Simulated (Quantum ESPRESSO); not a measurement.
# Nd (Fm-3m) in Quantum ESPRESSO: convergence with density cutoff

Aim: find how far density cutoff must go before the results for Nd settle, at PBE. This setting moves, with any that are tied to it; all else stays.

Everything below comes from runs of Quantum ESPRESSO 7.5. Logs are shortened: lines on timing, memory, paths and dates and some standing lists are left out, and cuts for length are marked.

### 1 The crystal as given

The structure is cubic, space group Fm-3m (No. 225). The conventional cell has a = 5.210 Å, b = 5.210 Å, c = 5.210 Å, α = 90.00°, β = 90.00°, γ = 90.00°. Nd (site symmetry m-3m) is surrounded by 12 Nd at 3.68 Å.

This isn't the form of Nd at room conditions, which is double hcp.

### 2 With density cutoff 200 Ry

pw.in

```
&CONTROL
  calculation = 'scf'
  prefix = 'pwscf'
  outdir = './tmp'
  pseudo_dir = './pseudo'
  tprnfor = .true.
  tstress = .true.
  disk_io = 'nowf'
/
&SYSTEM
  ibrav = 0
  nat = 1
  ntyp = 1
  ecutwfc = 50
  ecutrho = 200
  nbnd = 16
  occupations = 'smearing'
  smearing = 'mv'
  degauss = 0.00734986
  nspin = 2
  starting_magnetization(1) = 0.2143
/
&ELECTRONS
  conv_thr = 2d-10
  electron_maxstep = 120
  mixing_beta = 0.3
/
ATOMIC_SPECIES
Nd   144.2420 Nd.GGA_PBE-JTH.UPF
CELL_PARAMETERS angstrom
   0.0000000000    2.6049204508    2.6049204508
   2.6049204508    0.0000000000    2.6049204508
   2.6049204508    2.6049204508    0.0000000000
ATOMIC_POSITIONS crystal
Nd     0.0000000000    0.0000000000    0.0000000000
K_POINTS automatic
9 9 9 0 0 0
```

Potentials or basis: JTH 2.0 PBE.

On the command line:

```console
$ OMP_NUM_THREADS=1 pw.x -in pw.in > pw.out
```

pw.out:

```text
This program is part of the open-source Quantum ESPRESSO suite
     for quantum simulation of materials; please cite
         "P. Giannozzi et al., J. Phys.:Condens. Matter 21 395502 (2009);
         "P. Giannozzi et al., J. Phys.:Condens. Matter 29 465901 (2017);
         "P. Giannozzi et al., J. Chem. Phys. 152 154105 (2020);
     in publications or presentations arising from this work. More details at

     file Nd.GGA_PBE-JTH.UPF: wavefunction(s)  6S 5P 0P 5D 0D 4F 0F renormalized
     Message from routine setup:
     using ibrav=0 with symmetry is DISCOURAGED, use correct ibrav instead

     G-vector sticks info
     --------------------
     sticks:   dense  smooth     PW     G-vecs:    dense   smooth      PW
     Sum         673     673    211                11527    11527    1989

     Using Slab Decomposition

     bravais-lattice index     =            0
     lattice parameter (alat)  =       6.9616  a.u.
     unit-cell volume          =     238.5668 (a.u.)^3
     number of atoms/cell      =            1
     number of atomic types    =            1
     number of electrons       =        14.00
     number of Kohn-Sham states=           16
     kinetic-energy cutoff     =      50.0000  Ry
     charge density cutoff     =     200.0000  Ry
     scf convergence threshold =      2.0E-10
     mixing beta               =       0.3000
     number of iterations used =            8  plain     mixing
     Exchange-correlation= SLA PW PBX PBC
                           (   1   4   3   4   0   0   0)

     celldm(1)=   6.961588  celldm(2)=   0.000000  celldm(3)=   0.000000
     celldm(4)=   0.000000  celldm(5)=   0.000000  celldm(6)=   0.000000

     crystal axes: (cart. coord. in units of alat)
               a(1) = (   0.000000   0.707107   0.707107 )
               a(2) = (   0.707107   0.000000   0.707107 )
               a(3) = (   0.707107   0.707107   0.000000 )

     reciprocal axes: (cart. coord. in units 2 pi/alat)
               b(1) = ( -0.707107  0.707107  0.707107 )
[... 71 lines left out ...]
     Dense  grid:    11527 G-vectors     FFT dimensions: (  32,  32,  32)

     Generating pointlists ...
     new r_m :   0.4125 (alat units)  2.8717 (a.u.) for type    1

     Initial potential from superposition of free atoms

     starting charge      13.9938, renormalised to      14.0000
     Starting wfcs are   32 randomized atomic wfcs

     Self-consistent Calculation

     iteration #  1     ecut=    50.00 Ry     beta= 0.30
     Davidson diagonalization with overlap
     ethr =  1.00E-02,  avg # of iterations =  2.0

     total energy              =    -536.73107529 Ry
     estimated scf accuracy    <       0.87420404 Ry
[... 314 lines left out ...]
     iteration # 33     ecut=    50.00 Ry     beta= 0.30
     Davidson diagonalization with overlap
     ethr =  2.04E-12,  avg # of iterations =  2.8

     Magnetic moment per site  (integrated on atomic sphere of radius R)
     atom   1 (R=0.412)  charge= 12.5889  magn=  3.6139

     End of self-consistent calculation

 ------ SPIN UP ------------

          k = 0.0000 0.0000 0.0000 (  1411 PWs)   bands (ev):

   -25.9829  -6.6732  -6.6732  -6.6732   7.4730  10.6976  11.2647  11.2647
    11.2647  12.3404  12.3404  12.3404  13.0866  13.0866  13.0866  15.4662

          k = 0.0786 0.0786-0.0786 (  1429 PWs)   bands (ev):
[... 166 lines left out ...]
   -25.8227  -7.4351  -7.3009  -7.0395  10.5657  11.0414  11.2317  11.2482
    11.5693  11.8171  11.8314  11.9959  12.1308  12.4427  14.7771  17.4593

 ------ SPIN DOWN ----------

          k = 0.0000 0.0000 0.0000 (  1411 PWs)   bands (ev):

   -24.3960  -5.3938  -5.3938  -5.3938   8.1517  13.5678  13.7646  13.7646
    13.7646  13.7646  13.7646  13.7646  13.9412  13.9412  13.9412  16.2202

          k = 0.0786 0.0786-0.0786 (  1429 PWs)   bands (ev):
[... 166 lines left out ...]
   -24.2167  -6.2252  -6.0792  -5.7965  11.2156  12.2592  12.6314  13.1885
    13.4346  13.4712  14.3012  14.3146  14.3246  14.4035  15.6200  18.3066

     the Fermi energy is    11.5240 ev

!    total energy              =    -537.37406838 Ry
     total all-electron energy =      -537.374068 Ry
     estimated scf accuracy    <          7.2E-11 Ry
     smearing contrib. (-TS)   =       0.00051950 Ry
     internal energy E=F+TS    =    -537.37458788 Ry

     The total energy is F=E-TS. E is the sum of the following terms:
     one-electron contribution =     -26.86630052 Ry
     hartree contribution      =      23.64570926 Ry
     xc contribution           =     -13.93611682 Ry
     ewald contribution        =     -91.27650848 Ry
     one-center paw contrib.   =    -428.94137131 Ry

     total magnetization       =     3.85 Bohr mag/cell
     absolute magnetization    =     3.85 Bohr mag/cell

     convergence has been achieved in  33 iterations

     Forces acting on atoms (cartesian axes, Ry/au):

     atom    1 type  1   force =     0.00000000    0.00000000    0.00000000

     Total force =     0.000000     Total SCF correction =     0.000000

     Computing stress (Cartesian axis) and pressure

          total   stress  (Ry/bohr**3)                   (kbar)     P=        4.05
   0.00002755   0.00000000   0.00000000            4.05        0.00        0.00
   0.00000000   0.00002755   0.00000000            0.00        4.05        0.00
   0.00000000   0.00000000   0.00002755            0.00        0.00        4.05

=------------------------------------------------------------------------------=
   JOB DONE.
=------------------------------------------------------------------------------=
```

Wall time 1.8 min (1 thread of Arm Neoverse V1, shared host); peak memory 0.16 GiB.

What came out:

* Free energy: -7311.3467 eV
* Pressure: 0.4 GPa
* Band gap on the k mesh: none (metal or under the smearing width)
* Net moment: 3.85 μB per cell
* Absolute moment: 3.85 μB per cell
* Site moments: Nd +3.61 μB
* Valence electrons inside the program's atomic spheres: Nd 12.59

### 3 With density cutoff 250 Ry

pw.in: that of step 2 with these lines changed.

```diff
@@ -14,3 +14,3 @@
   ecutwfc = 50
-  ecutrho = 200
+  ecutrho = 250
   nbnd = 16
```

Potentials or basis: JTH 2.0 PBE.

On the command line:

```console
$ OMP_NUM_THREADS=1 pw.x -in pw.in > pw.out
```

Run time: 1.9 min. Hardware: 1 thread of Arm Neoverse V1, shared host; peak memory 0.21 GiB.

Results:

* Free energy: -7311.3467 eV
* Pressure: 0.4 GPa
* Band gap on the k mesh: none (metal or under the smearing width)
* Net moment: 3.85 μB per cell
* Absolute moment: 3.85 μB per cell
* Site moments: Nd +3.61 μB
* Valence electrons inside the program's atomic spheres: Nd 12.59

### 4 With density cutoff 300 Ry

pw.in: that of step 3 with these lines changed.

```diff
@@ -14,3 +14,3 @@
   ecutwfc = 50
-  ecutrho = 250
+  ecutrho = 300
   nbnd = 16
```

On the command line:

```console
$ OMP_NUM_THREADS=1 pw.x -in pw.in > pw.out
```

Run time: 2.1 min. Hardware: 1 thread of Arm Neoverse V1, shared host; peak memory 0.26 GiB.

What came out:

| Quantity | Value |
| --- | --- |
| Free energy | -7311.3467 eV |
| Pressure | 0.4 GPa |
| Band gap on the k mesh | none (metal or under the smearing width) |
| Net moment | 3.85 μB per cell |
| Absolute moment | 3.85 μB per cell |
| Site moments | Nd +3.61 μB |
| Valence electrons inside the program's atomic spheres | Nd 12.59 |

### 5 With density cutoff 350 Ry

pw.in: that of step 4 with these lines changed.

```diff
@@ -14,3 +14,3 @@
   ecutwfc = 50
-  ecutrho = 300
+  ecutrho = 350
   nbnd = 16
```

On the command line:

```console
$ OMP_NUM_THREADS=1 pw.x -in pw.in > pw.out
```

It took 2.1 min on 1 thread of Arm Neoverse V1, shared host; peak memory 0.31 GiB.

What came out:

- Free energy: -7311.3467 eV
- Pressure: 0.4 GPa
- Band gap on the k mesh: none (metal or under the smearing width)
- Net moment: 3.85 μB per cell
- Absolute moment: 3.85 μB per cell
- Site moments: Nd +3.61 μB
- Valence electrons inside the program's atomic spheres: Nd 12.59

### 6 With density cutoff 400 Ry

pw.in: that of step 5 with these lines changed.

```diff
@@ -14,3 +14,3 @@
   ecutwfc = 50
-  ecutrho = 350
+  ecutrho = 400
   nbnd = 16
```

Potentials or basis: JTH 2.0 PBE.

On the command line:

```console
$ OMP_NUM_THREADS=1 pw.x -in pw.in > pw.out
```

It took 2.2 min on 1 thread of Arm Neoverse V1, shared host; peak memory 0.36 GiB.

The run converged. Its results:

```
Free energy                                           : -7311.3466 eV
Pressure                                              : 0.4 GPa
Band gap on the k mesh                                : none (metal or under the smearing width)
Net moment                                            : 3.85 μB per cell
Absolute moment                                       : 3.85 μB per cell
Site moments                                          : Nd +3.61 μB
Valence electrons inside the program's atomic spheres : Nd 12.59
```

### 7 With density cutoff 500 Ry

pw.in: that of step 6 with these lines changed.

```diff
@@ -14,3 +14,3 @@
   ecutwfc = 50
-  ecutrho = 400
+  ecutrho = 500
   nbnd = 16
```

On the command line:

```console
$ OMP_NUM_THREADS=1 pw.x -in pw.in > pw.out
```

Wall time 2.4 min (1 thread of Arm Neoverse V1, shared host); peak memory 0.49 GiB.

It converged, with:

```
Free energy                                           : -7311.3466 eV
Pressure                                              : 0.4 GPa
Band gap on the k mesh                                : none (metal or under the smearing width)
Net moment                                            : 3.85 μB per cell
Absolute moment                                       : 3.85 μB per cell
Site moments                                          : Nd +3.61 μB
Valence electrons inside the program's atomic spheres : Nd 12.59
```

### 8 With density cutoff 600 Ry

pw.in: that of step 7 with these lines changed.

```diff
@@ -14,3 +14,3 @@
   ecutwfc = 50
-  ecutrho = 500
+  ecutrho = 600
   nbnd = 16
```

On the command line:

```console
$ OMP_NUM_THREADS=1 pw.x -in pw.in > pw.out
```

It took 2.8 min on 1 thread of Arm Neoverse V1, shared host; peak memory 0.62 GiB.

The run converged. Its results:

- Free energy: -7311.3466 eV
- Pressure: 0.4 GPa
- Band gap on the k mesh: none (metal or under the smearing width)
- Net moment: 3.85 μB per cell
- Absolute moment: 3.85 μB per cell
- Site moments: Nd +3.61 μB
- Valence electrons inside the program's atomic spheres: Nd 12.59

### 9 With density cutoff 800 Ry

pw.in: that of step 8 with these lines changed.

```diff
@@ -14,3 +14,3 @@
   ecutwfc = 50
-  ecutrho = 600
+  ecutrho = 800
   nbnd = 16
```

Potentials or basis: JTH 2.0 PBE.

On the command line:

```console
$ OMP_NUM_THREADS=1 pw.x -in pw.in > pw.out
```

Run time: 3.2 min. Hardware: 1 thread of Arm Neoverse V1, shared host; peak memory 0.89 GiB.

The run converged. Its results:

```
Free energy                                           : -7311.3466 eV
Pressure                                              : 0.4 GPa
Band gap on the k mesh                                : none (metal or under the smearing width)
Net moment                                            : 3.85 μB per cell
Absolute moment                                       : 3.85 μB per cell
Site moments                                          : Nd +3.61 μB
Valence electrons inside the program's atomic spheres : Nd 12.59
```

### 10 Result

| density cutoff | energy less the tightest run, at zero smearing (meV/atom) | SCF cycles | CPU time (s) | peak memory (GiB) |
| --- | --- | --- | --- | --- |
| 200 Ry | -0.03 | 33 | 110 | 0.16 |
| 250 Ry | -0.03 | 32 | 110 | 0.21 |
| 300 Ry | -0.03 | 34 | 120 | 0.26 |
| 350 Ry | -0.02 | 32 | 120 | 0.31 |
| 400 Ry | -0.01 | 32 | 130 | 0.36 |
| 500 Ry | 0.01 | 32 | 140 | 0.49 |
| 600 Ry | 0.00 | 34 | 170 | 0.62 |
| 800 Ry | 0.00 | 33 | 190 | 0.89 |

Against the tightest run, the energy stays within 1 meV/atom from 200 Ry on. The tightest run that finished is the yardstick and may itself not be fully converged.

Caveats: the magnetic or orbital state may not be the lowest; spin-orbit coupling is left out, which moves the levels of the heavy elements.
